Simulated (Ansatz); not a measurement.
I:

```
CELL_PARAMETERS angstrom
3.63503 -2.39502 0.00000
3.63503 2.39502 0.00000
0.00000 0.00000 9.79344
ATOMIC_POSITIONS crystal
I 0.64930 0.35070 0.38440
I 0.14930 0.85070 0.11560
I 0.35070 0.64930 0.61560
I 0.85070 0.14930 0.88440
```

Base run:

```yaml
Program: Ansatz 0.2.0
Functional: BLYP
Potentials_or_basis: Ansatz PAW
Cutoff: 420 eV
Density_cutoff: 1680 eV
k_mesh: 7 × 7 × 3
Occupations: fermi-dirac, width 0.05 eV
Spin: no spin polarisation
```

Its results: band gap on the k mesh 1.32 eV, indirect (least direct gap 1.40 eV); pressure 3.9 GPa; largest force 1.101 eV/Å.

Q: The run is repeated on the same cell with these changes: functional from BLYP to LDA. What comes out?

A: Band gap on the k mesh 1.23 eV, indirect (least direct gap 1.31 eV); pressure -0.9 GPa; largest force 0.728 eV/Å.

LDA binds more tightly than BLYP, so the same cell stands under less pressure.

Caveats: spin-orbit coupling is left out, which moves the levels of the heavy elements; the PAW data sets come from PBE, with cores solved anew for the run's functional, which leaves a small shift of forces and pressure; the potentials were made for another functional, which shifts forces and pressure (some runs).

A k mesh can miss the band edges.

Not every run made on this cell is shown here.
